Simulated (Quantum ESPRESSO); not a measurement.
## AlAu in Quantum ESPRESSO: the effect of Hubbard term

AlAu:

```
Au Al
1.0
     3.22394    0.00000    0.00000
     0.00000    3.22394    0.00000
     0.00000    0.00000    3.22394
Au Al
1 1
Direct
  0.50000 0.50000 0.50000
  0.00000 0.00000 0.00000
```

The cell comes from a database or a generator and needn't be the stable form of this composition.

Alike in all runs:

| Property | Result |
| --- | --- |
| Program | Quantum ESPRESSO 7.5 |
| Task | Hubbard U by linear response |
| Functional | PBEsol |
| Potentials or basis | GBRV 1.5 PBEsol |
| Cutoff | 612 eV |
| Density cutoff | 4898 eV |
| k mesh | 6 × 6 × 6 |
| Occupations | cold, width 0.2 eV |
| Spin | no spin polarisation |
| Start of the occupations | default |
| Hubbard projectors | ortho-atomic |
| Mixing beta | 0.3 |
| Most SCF iterations | 120 |
| SCF threshold | 4e-10 Ry |
| q mesh | 3 × 3 × 3 |

| Hubbard term | pressure (GPa) |
| --- | --- |
| Au d U = 0.0001 eV | -5.6 |
| Au d U = 2.0 eV | ? |
| Au d U = 4.0 eV | -3.5 |
| Au d U = 6.0 eV | -2.4 |
| Au d U = 8.0 eV | -1.1 |

Q: What does the run with Hubbard term Au d U = 2.0 eV give?

A: Pressure -4.6 GPa.

Worked out: A straight line through the other rows of the pressure, of slope 0.557 GPa per eV, gives -4.5 GPa, against the run's -4.6.

Caveats: U without spin polarisation on a metal has little footing; the U is typed as a test and isn't derived for this compound.
